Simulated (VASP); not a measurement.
# PbO (Litharge) (P4/nmm) in VASP: a series of runs

One crystal, PbO (Litharge), is run at these levels: LDA; tasks: single point.

Program: VASP 6.6.1. These are calculated values, not measurements. Logs are shortened: lines on timing, memory, paths and dates and some standing lists are left out, and cuts for length are marked.

## Step 1: The structure

The structure is tetragonal, space group P4/nmm (No. 129). Conventional cell: a = 3.990 Å, b = 3.990 Å, c = 5.010 Å, α = 90.00°, β = 90.00°, γ = 90.00°. Pb (site symmetry 4mm) has 4 O at 2.33 Å as nearest neighbours. Around O (site symmetry -4m2) lie 4 Pb at 2.33 Å.

## Step 2: Single point, LDA

Input file INCAR:

```
SYSTEM = PbO
PREC = Low ; ENCUT = 400
EDIFF = 1E-7 ; ISMEAR = 0
SIGMA = 0.05 ; LREAL = .False.
LASPH = .True. ; NELM = 100
ALGO = Normal ; ISIF = 2
LWAVE = .False. ; LCHARG = .False.
ADDGRID = .False.
```

Input file KPOINTS:

```
regular mesh
0
Gamma
  4 4 3
  0 0 0
```

Input file POSCAR:

```
PbO
1.0
    3.9900000000      0.0000000000      0.0000000000
    0.0000000000      3.9900000000      0.0000000000
    0.0000000000      0.0000000000      5.0100000000
Pb O
2 2
Direct
    0.5000000000      0.0000000000      0.7600000000
    0.0000000000      0.5000000000      0.2400000000
    0.5000000000      0.5000000000      0.0000000000
    0.0000000000      0.0000000000      0.0000000000
```

Potentials or basis: VASP PAW LDA potentials, release 64 (Pb_d, O).

Command:

```console
$ cat potpaw_LDA.64/Pb_d/POTCAR potpaw_LDA.64/O/POTCAR > POTCAR
$ mpirun -np 1 vasp_std > vasp.out
```

OUTCAR:

```text
SYSTEM = PbO
   PREC = Low
   ENCUT = 400
   EDIFF = 1E-7
   ISMEAR = 0
   LREAL = .False.
   LASPH = .True.
   NELM = 100
   ISIF = 2

 Found     12 irreducible k-points:

 Following reciprocal coordinates:
            Coordinates               Weight
  0.000000  0.000000  0.000000      1.000000
  0.250000  0.000000  0.000000      4.000000
  0.500000  0.000000  0.000000      2.000000
  0.250000  0.250000  0.000000      4.000000
  0.500000  0.250000  0.000000      4.000000
  0.500000  0.500000  0.000000      1.000000
   k-points           NKPTS =     12   k-points in BZ     NKDIM =     12   number of bands    NBANDS=     24
   number of dos      NEDOS =    301   number of ions     NIONS =      4
   total plane-waves  NPLWV =  11200
   dimension x,y,z NGX =    20 NGY =   20 NGZ =   28
   dimension x,y,z NGXF=    24 NGYF=   24 NGZF=   30
   ions per type =               2   2
   NGX,Y,Z   is equivalent  to a cutoff of   8.33,  8.33,  9.29 a.u.
   NGXF,Y,Z  is equivalent  to a cutoff of  10.00, 10.00,  9.95 a.u.
 SYSTEM =  PbO
   PREC   = low       normal or accurate (medium, high low for compatibility)
   ISTART =      0    job   : 0-new  1-cont  2-samecut
   ICHARG =      2    charge: 1-file 2-atom 10-const
   ISPIN  =      1    spin polarized calculation?
   LNONCOLLINEAR =      F non collinear calculations
   LSORBIT =      F    spin-orbit coupling
   LASPH  =      T    aspherical Exc in radial PAW
   ENCUT  =  400.0 eV  29.40 Ry    5.42 a.u.   6.51  6.51  8.17*2*pi/ulx,y,z
   NELM   =    100;   NELMIN=  2; NELMDL= -5     # of ELM steps
   EDIFF  = 0.1E-06   stopping-criterion for ELM
   LREAL  =      F    real-space projection
   EDIFFG = 0.1E-05   stopping-criterion for IOM
   NSW    =      0    number of steps for IOM
   IBRION =     -1    ionic relax: 0-MD 1-quasi-New 2-CG
[... 8 lines left out ...]
   EMIN   =  10.00;   EMAX   =-10.00  energy-range for DOS
   EFERMI =   0.00;   METHOD = LEGACY
   ISMEAR =     0;   SIGMA  =   0.05  broadening in eV -4-tet -1-fermi 0-gaus
   EFERMI_NEDOS =   21; number of points for ismear=-14 and -15
   IALGO  =     38    algorithm
   IMIX   =      4    mixing-type and parameters
     AMIX     =   0.40;   BMIX     =  1.00
     AMIX_MAG =   1.60;   BMIX_MAG =  1.00
  volume/ion in A,a.u.               =      19.94       134.56
  Fermi-wavevector in a.u.,A,eV,Ry     =   1.300670  2.457909 23.017539  1.691741
  Thomas-Fermi vector in A             =   2.431853
   LORBIT       =      0    0 simple, 1 ext, 2 COOP (PROOUT), +10 PAW based schemes
   GGA     = CA    functional components
   LHFCALC =     F    Hartree Fock is set to
   AEXX    =    0.0000 exact exchange contribution
   IVDW    =     0    specifies the selected vdW correction
   LEPSILON=     F    determine dielectric tensor
   LRPA    =     F    only Hartree local field effects (RPA)
 non-spin polarized calculation
 Gauss-broadening in eV      SIGMA  =   0.05
  energy-cutoff  :      400.00
  volume of cell :       79.76
 maximum number of plane-waves:      1465
   NGX = 13   NGY = 13   NGZ = 17

 number of electron      40.0001237 magnetization

 Free energy of the ion-electron system (eV)
  ---------------------------------------------------
  ext. energy  EPLUGINS =         0.00000000
  ---------------------------------------------------
  free energy    TOTEN  =       -24.40620915 eV

  energy without entropy =      -24.40620915  energy(sigma->0) =      -24.40620915

 E-fermi :   4.9474     XC(G=0): -10.2897

 val. band max:        4.7365923917   @ k =   0.0000   0.0000   0.0000
 cond. band min:       5.8409914851   @ k =   0.5000   0.5000   0.0000
 fundamental gap:      1.1043990934
 Fermi energy:         4.9473549229

 k-point     1 :       0.0000    0.0000    0.0000
  band No.  band energies     occupation
      1     -13.2614      2.00000
      2     -12.7852      2.00000
      3     -11.1806      2.00000
      4     -11.1806      2.00000
      5     -11.1159      2.00000
      6     -11.1028      2.00000
[... 16 lines left out ...]
     23      10.2432      0.00000
     24      10.2432      0.00000

 k-point     2 :       0.2500    0.0000    0.0000
  band No.  band energies     occupation
      1     -13.1476      2.00000
      2     -12.8234      2.00000
      3     -11.1508      2.00000
      4     -11.1483      2.00000
      5     -11.0714      2.00000
      6     -11.0708      2.00000
[... 16 lines left out ...]
     23      10.1780      0.00000
     24      10.5624      0.00000

 k-point     3 :       0.5000    0.0000    0.0000
  band No.  band energies     occupation
      1     -12.9538      2.00000
      2     -12.9538      2.00000
      3     -11.0855      2.00000
      4     -11.0855      2.00000
      5     -11.0849      2.00000
      6     -11.0849      2.00000
[... 16 lines left out ...]
     23      11.2709      0.00000
     24      11.2711      0.00000

 k-point     4 :       0.2500    0.2500    0.0000
  band No.  band energies     occupation
      1     -13.0703      2.00000
      2     -12.8519      2.00000
      3     -11.1421      2.00000
      4     -11.0885      2.00000
      5     -11.0478      2.00000
      6     -11.0468      2.00000
[... 16 lines left out ...]
     23       9.4016      0.00000
     24       9.8145      0.00000

 k-point     5 :       0.5000    0.2500    0.0000
  band No.  band energies     occupation
      1     -12.9422      2.00000
      2     -12.9422      2.00000
      3     -11.0687      2.00000
      4     -11.0687      2.00000
      5     -11.0621      2.00000
      6     -11.0621      2.00000
[... 16 lines left out ...]
     23      10.0797      0.00000
     24      10.0797      0.00000

 k-point     6 :       0.5000    0.5000    0.0000
  band No.  band energies     occupation
      1     -12.9363      2.00000
      2     -12.9363      2.00000
      3     -11.0900      2.00000
      4     -11.0900      2.00000
      5     -10.9890      2.00000
      6     -10.9890      2.00000
[... 16 lines left out ...]
     23       9.9016      0.00000
     24       9.9016      0.00000

 [... further k-points ...]
[... 5 lines left out ...]
  --------------------------------------------------------------------------------------
  -------------------------------------------------------------------------------------
  Total       -2.9448876     -2.9448876     -2.8699440      0.0000000      0.0000000      0.0000000
  in kB      -59.1555895    -59.1555895    -57.6501558      0.0000000      0.0000000      0.0000000
  external PRESSURE =     -58.6537783 kB  Pullay stress =       0.0000000 kB

 VOLUME and BASIS-vectors are now :
 -----------------------------------------------------------------------------
  energy-cutoff  :      400.00
  volume of cell :       79.76
      direct lattice vectors                 reciprocal lattice vectors
     3.990000000  0.000000000  0.000000000     0.250626566  0.000000000  0.000000000
     0.000000000  3.990000000  0.000000000     0.000000000  0.250626566  0.000000000
     0.000000000  0.000000000  5.010000000     0.000000000  0.000000000  0.199600798

 POSITION                                       TOTAL-FORCE (eV/Angst)
 -----------------------------------------------------------------------------------
      1.99500      0.00000      3.80760        -0.000000      0.000000      0.528752
      0.00000      1.99500      1.20240         0.000000      0.000000     -0.528752
      1.99500      1.99500      0.00000         0.000000      0.000000      0.000000
      0.00000      0.00000      0.00000         0.000000     -0.000000      0.000000
 -----------------------------------------------------------------------------------
    total drift:                                0.000000      0.000000      0.000000

  FREE ENERGIE OF THE ION-ELECTRON SYSTEM (eV)
  ---------------------------------------------------
  free  energy   TOTEN  =       -24.4062091541 eV

  energy  without entropy=      -24.4062091541  energy(sigma->0) =      -24.40620915
```

It took 7.5 s on 1 thread of Intel Xeon Platinum 8488C (Sapphire Rapids), shared host; peak memory 0.11 GiB.

These settings aren't checked as converged: the numbers below hold their error.

Results:

```
Free energy            : -24.4062 eV
Largest force          : 0.529 eV/Å
Band gap on the k mesh : 1.10 eV, indirect (least direct gap 2.06 eV)
```

Caveat: the cutoff is under 1.25 times the usual one of these potentials, so pressure, stress and relaxed cells hold a basis-set (Pulay) error; spin-orbit coupling is left out, which as a rule narrows the gap of such compounds by several tenths of an eV; an odd mesh through Γ misses points on the zone boundary, where band edges often lie.

## Step 3: Single point, LDA

Changes to INCAR since step 2:

```diff
@@ -1,3 +1,3 @@
 SYSTEM = PbO
-PREC = Low ; ENCUT = 400
+PREC = Normal ; ENCUT = 400
 EDIFF = 1E-7 ; ISMEAR = 0
```

KPOINTS is that of step 2.

POSCAR is that of step 2.

Potentials or basis: VASP PAW LDA potentials, release 64 (Pb_d, O).

Command:

```console
$ cat potpaw_LDA.64/Pb_d/POTCAR potpaw_LDA.64/O/POTCAR > POTCAR
$ mpirun -np 1 vasp_std > vasp.out
```

It took 7.5 s on 1 thread of Intel Xeon Platinum 8488C (Sapphire Rapids), shared host; peak memory 0.13 GiB.

The run converged, but some of its settings lie outside the range that counts as converged, so its numbers aren't taken as properties of the crystal.

What came out:

```
Free energy            : -24.4032 eV
Largest force          : 0.546 eV/Å
Band gap on the k mesh : 1.10 eV, indirect (least direct gap 2.06 eV)
```

Caveat: the cutoff is under 1.25 times the usual one of these potentials, so pressure, stress and relaxed cells hold a basis-set (Pulay) error; spin-orbit coupling is left out, which as a rule narrows the gap of such compounds by several tenths of an eV; an odd mesh through Γ misses points on the zone boundary, where band edges often lie.
